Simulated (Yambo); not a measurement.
# BN (F-43m) in Yambo: notebook

One crystal, BN, is run at these levels: PBEsol; tasks: optical spectrum, optical spectrum by the Bethe-Salpeter equation.

All numbers are computed with Yambo 5.3.0; they aren't measurements. Logs are shortened: lines on timing, memory, paths and dates and some standing lists are left out, and cuts for length are marked.

**What was measured.**

A printed reference work, monograph reports, for a bulk crystal of BN at 300 K: band gap 6.4 eV (indirect).

The results are compared with them further down.

## Step 1: The crystal as given

The structure is cubic, space group F-43m (No. 216). Conventional cell: a = 3.626 Å, b = 3.626 Å, c = 3.626 Å, α = 90.00°, β = 90.00°, γ = 90.00°. Around N (site symmetry -43m) lie 4 B at 1.57 Å. B (site symmetry -43m) has 4 N at 1.57 Å as nearest neighbours.

The cell is a database's computed one.

## Step 2: Optical spectrum, PBEsol

File optics1.in:

```
optics
chi
Chimod= "HARTREE"
% BndsRnXd
 1 | 29 |
%
NGsBlkXd= 3 Ry
% LongDrXd
 1 | 0 | 0 |
%
% QpntsRXd
 1 | 1 |
%
% EnRngeXd
 0 | 20 | eV
%
% DmRngeXd
 0.1 | 0.1 | eV
%
ETStpsXd= 200
```

File scf.in:

```
&CONTROL
  calculation = 'scf'
  prefix = 'pwscf'
  outdir = './tmp'
  pseudo_dir = './pseudo'
/
&SYSTEM
  ibrav = 0
  nat = 2
  ntyp = 2
  ecutwfc = 84
  nbnd = 9
  occupations = 'smearing'
  smearing = 'fd'
  degauss = 0.00367493
  force_symmorphic = .true.
/
&ELECTRONS
  conv_thr = 4d-10
  electron_maxstep = 120
  mixing_beta = 0.5
/
ATOMIC_SPECIES
N     14.0070 N.upf
B     10.8100 B.upf
CELL_PARAMETERS angstrom
   0.0000000000    1.8130010000    1.8130010000
   1.8130010000    0.0000000000    1.8130010000
   1.8130010000    1.8130010000    0.0000000000
ATOMIC_POSITIONS crystal
N      0.2500000000    0.2500000000    0.2500000000
B      0.0000000000    0.0000000000    0.0000000000
K_POINTS automatic
12 12 12 0 0 0
```

File nscf.in:

```
&CONTROL
  calculation = 'nscf'
  prefix = 'pwscf'
  outdir = './tmp'
  pseudo_dir = './pseudo'
/
&SYSTEM
  ibrav = 0
  nat = 2
  ntyp = 2
  ecutwfc = 84
  nbnd = 34
  occupations = 'fixed'
  force_symmorphic = .true.
/
&ELECTRONS
  conv_thr = 1d-08
  diago_full_acc = .true.
  diago_thr_init = 1d-06
/
ATOMIC_SPECIES
N     14.0070 N.upf
B     10.8100 B.upf
CELL_PARAMETERS angstrom
   0.0000000000    1.8130010000    1.8130010000
   1.8130010000    0.0000000000    1.8130010000
   1.8130010000    1.8130010000    0.0000000000
ATOMIC_POSITIONS crystal
N      0.2500000000    0.2500000000    0.2500000000
B      0.0000000000    0.0000000000    0.0000000000
K_POINTS automatic
12 12 12 0 0 0
```

Potentials or basis: PseudoDojo 0.4.1 SR PBEsol standard.

The run is started by

```
$ OMP_NUM_THREADS=1 pw.x -in scf.in > scf.out
$ OMP_NUM_THREADS=1 pw.x -in nscf.in > nscf.out
$ cd tmp/pwscf.save; p2y; mv SAVE ../..; cd ../..
$ OMP_NUM_THREADS=1 yambo
$ OMP_NUM_THREADS=1 yambo -F optics1.in -J optics1 -C optics1_out
```

Yambo's report:

```text
[... sections 02.01 to 02.04 as in the set-up run ...]

  [02.05] Energies & Occupations
  ==============================

  [X] === General ===
  [X] Electronic Temperature                        :  0.000000  0.000000 [eV K]
  [X] Bosonic    Temperature                        :  0.000000  0.000000 [eV K]
  [X] Finite Temperature mode                       : no
  [X] El. density                                   :  0.67122E+24 [cm-3]
  [X] Fermi Level                                   :  10.98223 [eV]

  [X] === Gaps and Widths ===
  [X] Conduction Band Min                           :  4.330545 [eV]
  [X] Valence Band Max                              :  0.000000 [eV]
  [X] Filled Bands                                  :   4
  [X] Empty Bands                                   :    5   34
  [X] Direct Gap                                    :  8.782908 [eV]
  [X] Direct Gap localized at k                     :  1
  [X] Indirect Gap                                  :  4.330545 [eV]
  [X] Indirect Gap between kpts                     :    1   43
  [X] Last valence band width                       :  6.518579 [eV]
  [X] 1st conduction band width                     :  6.062873 [eV]

 [03] Transferred momenta grid and indexing
 ==========================================

 IBZ Q-points                                      :   72
 BZ  Q-points                                      :  1728

 K/Q-points units:
 rlu = crystal or reduced units; cc = cartesian coordinates; iku = interal k-units

 Q [ 1]         [rlu]:  0.000000  0.000000  0.000000
 Q [ 2]         [rlu]: -0.26268E-17 -0.26268E-17  0.83333E-01
 Q [ 3]         [rlu]: -0.52535E-17 -0.52535E-17  0.16667
 Q [ 4]         [rlu]:  0.28558E-17  0.28558E-17  0.25000
 Q [ 5]         [rlu]: -0.10507E-16 -0.10507E-16  0.33333
 Q [ 6]         [rlu]: -0.16276E-16  0.39236E-16  0.41667
 Q [ 7]         [rlu]: -0.57115E-17 -0.57115E-17 -0.50000
 Q [ 8]         [rlu]: -0.93713E-17  0.83333E-01  0.83333E-01
 Q [ 9]         [rlu]: -0.32551E-17  0.83333E-01  0.16667
 Q [10]         [rlu]: -0.52535E-17  0.83333E-01  0.25000
 Q [11]         [rlu]: -0.11022E-16  0.83333E-01  0.33333
 Q [12]         [rlu]: -0.15534E-16  0.83333E-01  0.41667
 Q [13]         [rlu]: -0.16276E-16  0.83333E-01  0.50000
 Q [14]         [rlu]:  0.14504E-16  0.83333E-01 -0.41667
 Q [15]         [rlu]: -0.39399E-17  0.83333E-01 -0.33333
[... 33 lines left out ...]
 Q [49]         [rlu]:  0.083333  0.250000  0.333333
 Q [50]         [rlu]:  0.083333  0.250000  0.416667

 Remaining 22 points informations can be written running with -fatlog

 [WARNING] [Xd] User bands 1-29 break level degeneracy

 [04] Dipoles
 ============

  [04.01] Setup: observables and procedures
  =========================================

  [WF-Oscillators/G space/Transverse up loader] Normalization (few states)  min/max  :  0.26930E-16   1.0000

  [WR./optics1//ndb.dipoles]------------------------------------------------------
   Brillouin Zone Q/K grids (IBZ/BZ)                :    72  1728    72  1728
   RL vectors                                       :  1459 [WF]
   Fragmentation                                    : yes
   Electronic Temperature                           :  0.000000 [K]
   Bosonic    Temperature                           :  0.000000 [K]
   DIP band range                                   :   1  29
   DIP band range limits                            :   4   5
   DIP e/h energy range                             : -1.000000 -1.000000 [eV]
   RL vectors in the sum                            :  1459
   [r,Vnl] included                                 : yes
   Bands ordered                                    : yes
   Direct v evaluation                              : no
   Approach used                                    : G-space v
   Dipoles computed                                 : R V P [G-space]
   Wavefunctions                                    : Perdew, Burke & Ernzerhof SOL(X)+Perdew, Burke & Ernzerhof SOL(C)

  [WARNING] [r,Vnl^pseudo] included in position and velocity dipoles.

  [WARNING] In case H contains other non local terms, these are neglected

 [05] Optics
 ===========

 [X-CG] R(p) Tot o/o(of R):    6414  172800     100
```

Wall time 28 s (1 thread of Arm Neoverse V1, shared host); peak memory 0.34 GiB.

Results:

| Item | Value |
| --- | --- |
| Band gap on the k mesh, mean-field level | 4.33 eV, indirect (least direct gap 8.78 eV) |
| Electronic dielectric constant along the field | 4.54 |
| Electronic dielectric constant along the field, independent particles | 4.72 |

Dielectric function (along the field direction of the input):
```tsv
energy (eV)	real part	imaginary part
0.30	4.54	0.03
0.90	4.56	0.03
1.61	4.60	0.03
2.31	4.66	0.03
3.02	4.76	0.03
3.62	4.87	0.04
4.32	5.04	0.04
5.03	5.25	0.05
5.73	5.54	0.06
6.33	5.88	0.07
7.04	6.41	0.10
7.74	7.23	0.16
8.44	8.75	0.35
9.05	11.27	2.22
9.75	10.53	4.97
10.45	8.65	7.21
11.16	8.51	8.06
11.76	6.23	12.49
12.46	-3.73	14.16
13.17	-0.64	9.43
13.87	-2.81	4.16
14.47	-1.24	5.39
15.18	-0.06	5.71
15.88	-1.27	5.59
16.58	-2.89	2.60
17.19	-2.06	2.26
17.89	-1.33	1.31
18.59	-1.39	2.00
19.30	-1.57	1.23
20.00	-1.32	0.81
```

Caveat: spectra need much finer meshes, so this one isn't converged; these spectra lack excitons.

## Step 3: Optical spectrum, PBEsol

File optics2.in:

```
optics
chi
tddft
Chimod= "ALDA"
% BndsRnXd
 1 | 29 |
%
NGsBlkXd= 3 Ry
% LongDrXd
 1 | 0 | 0 |
%
% QpntsRXd
 1 | 1 |
%
% EnRngeXd
 0 | 20 | eV
%
% DmRngeXd
 0.1 | 0.1 | eV
%
ETStpsXd= 200
FxcGRLc= 3 Ry
VXCRLvcs= 3 Ry
```

scf.in is that of step 2.

nscf.in is that of step 2.

Potentials or basis: PseudoDojo 0.4.1 SR PBEsol standard.

The run is started by

```
$ OMP_NUM_THREADS=1 pw.x -in scf.in > scf.out
$ OMP_NUM_THREADS=1 pw.x -in nscf.in > nscf.out
$ cd tmp/pwscf.save; p2y; mv SAVE ../..; cd ../..
$ OMP_NUM_THREADS=1 yambo
$ OMP_NUM_THREADS=1 yambo -F optics2.in -J optics2 -C optics2_out
```

Yambo's report:

```text
[... sections 02.01 to 02.04 as in the set-up run ...]

  [02.05] Energies & Occupations
  ==============================

  [X] === General ===
  [X] Electronic Temperature                        :  0.000000  0.000000 [eV K]
  [X] Bosonic    Temperature                        :  0.000000  0.000000 [eV K]
  [X] Finite Temperature mode                       : no
  [X] El. density                                   :  0.67122E+24 [cm-3]
  [X] Fermi Level                                   :  10.98223 [eV]

  [X] === Gaps and Widths ===
  [X] Conduction Band Min                           :  4.330545 [eV]
  [X] Valence Band Max                              :  0.000000 [eV]
  [X] Filled Bands                                  :   4
  [X] Empty Bands                                   :    5   34
  [X] Direct Gap                                    :  8.782908 [eV]
  [X] Direct Gap localized at k                     :  1
  [X] Indirect Gap                                  :  4.330545 [eV]
  [X] Indirect Gap between kpts                     :    1   43
  [X] Last valence band width                       :  6.518579 [eV]
  [X] 1st conduction band width                     :  6.062873 [eV]

 [03] Transferred momenta grid and indexing
 ==========================================

 IBZ Q-points                                      :   72
 BZ  Q-points                                      :  1728

 K/Q-points units:
 rlu = crystal or reduced units; cc = cartesian coordinates; iku = interal k-units

 Q [ 1]         [rlu]:  0.000000  0.000000  0.000000
 Q [ 2]         [rlu]: -0.26268E-17 -0.26268E-17  0.83333E-01
 Q [ 3]         [rlu]: -0.52535E-17 -0.52535E-17  0.16667
 Q [ 4]         [rlu]:  0.28558E-17  0.28558E-17  0.25000
 Q [ 5]         [rlu]: -0.10507E-16 -0.10507E-16  0.33333
 Q [ 6]         [rlu]: -0.16276E-16  0.39236E-16  0.41667
 Q [ 7]         [rlu]: -0.57115E-17 -0.57115E-17 -0.50000
 Q [ 8]         [rlu]: -0.93713E-17  0.83333E-01  0.83333E-01
 Q [ 9]         [rlu]: -0.32551E-17  0.83333E-01  0.16667
 Q [10]         [rlu]: -0.52535E-17  0.83333E-01  0.25000
 Q [11]         [rlu]: -0.11022E-16  0.83333E-01  0.33333
 Q [12]         [rlu]: -0.15534E-16  0.83333E-01  0.41667
 Q [13]         [rlu]: -0.16276E-16  0.83333E-01  0.50000
 Q [14]         [rlu]:  0.14504E-16  0.83333E-01 -0.41667
 Q [15]         [rlu]: -0.39399E-17  0.83333E-01 -0.33333
[... 33 lines left out ...]
 Q [49]         [rlu]:  0.083333  0.250000  0.333333
 Q [50]         [rlu]:  0.083333  0.250000  0.416667

 Remaining 22 points informations can be written running with -fatlog

 [WARNING] [Xd] User bands 1-29 break level degeneracy

 [04] Dipoles
 ============

  [04.01] Setup: observables and procedures
  =========================================

  [WF-Oscillators/G space/Transverse up loader] Normalization (few states)  min/max  :  0.26930E-16   1.0000

  [WR./optics2//ndb.dipoles]------------------------------------------------------
   Brillouin Zone Q/K grids (IBZ/BZ)                :    72  1728    72  1728
   RL vectors                                       :  1459 [WF]
   Fragmentation                                    : yes
   Electronic Temperature                           :  0.000000 [K]
   Bosonic    Temperature                           :  0.000000 [K]
   DIP band range                                   :   1  29
   DIP band range limits                            :   4   5
   DIP e/h energy range                             : -1.000000 -1.000000 [eV]
   RL vectors in the sum                            :  1459
   [r,Vnl] included                                 : yes
   Bands ordered                                    : yes
   Direct v evaluation                              : no
   Approach used                                    : G-space v
   Dipoles computed                                 : R V P [G-space]
   Wavefunctions                                    : Perdew, Burke & Ernzerhof SOL(X)+Perdew, Burke & Ernzerhof SOL(C)

  [WARNING] [r,Vnl^pseudo] included in position and velocity dipoles.

  [WARNING] In case H contains other non local terms, these are neglected

 [05] Optics
 ===========

 [xc] Functional : Perdew, Burke & Ernzerhof SOL(X)+Perdew, Burke & Ernzerhof SOL(C)
 [xc] LIBXC used to calculate xc functional
  PP Number of Atomic Species                      :  2
  NLCC RL compoments                               :   8363
 [X-CG] R(p) Tot o/o(of R):    6414  172800     100
```

Run time: 28 s. Hardware: 1 thread of Arm Neoverse V1, shared host; peak memory 0.33 GiB.

What came out:

```
Band gap on the k mesh, mean-field level                              : 4.33 eV, indirect (least direct gap 8.78 eV)
Electronic dielectric constant along the field                        : 4.59
Electronic dielectric constant along the field, independent particles : 4.72
```

Dielectric function (along the field direction of the input):
```csv
energy (eV),real part,imaginary part
0.30,4.59,0.03
0.90,4.61,0.03
1.61,4.65,0.03
2.31,4.72,0.03
3.02,4.82,0.03
3.62,4.93,0.04
4.32,5.10,0.04
5.03,5.32,0.05
5.73,5.62,0.06
6.33,5.96,0.08
7.04,6.51,0.11
7.74,7.34,0.16
8.44,8.91,0.36
9.05,11.51,2.29
9.75,10.70,5.15
10.45,8.65,7.44
11.16,8.65,8.25
11.76,6.27,12.79
12.46,-4.20,14.22
13.17,-0.71,9.56
13.87,-2.88,4.05
14.47,-1.28,5.49
15.18,-0.23,5.82
15.88,-1.39,5.59
16.58,-2.86,2.61
17.19,-2.09,2.29
17.89,-1.34,1.32
18.59,-1.43,2.00
19.30,-1.58,1.21
20.00,-1.33,0.80
```

Caveat: the LDA kernel is used on GGA states, which is inconsistent by a few percent; spectra need much finer meshes, so this one isn't converged; these spectra lack excitons.

(Part 1 of 3 ends here.)
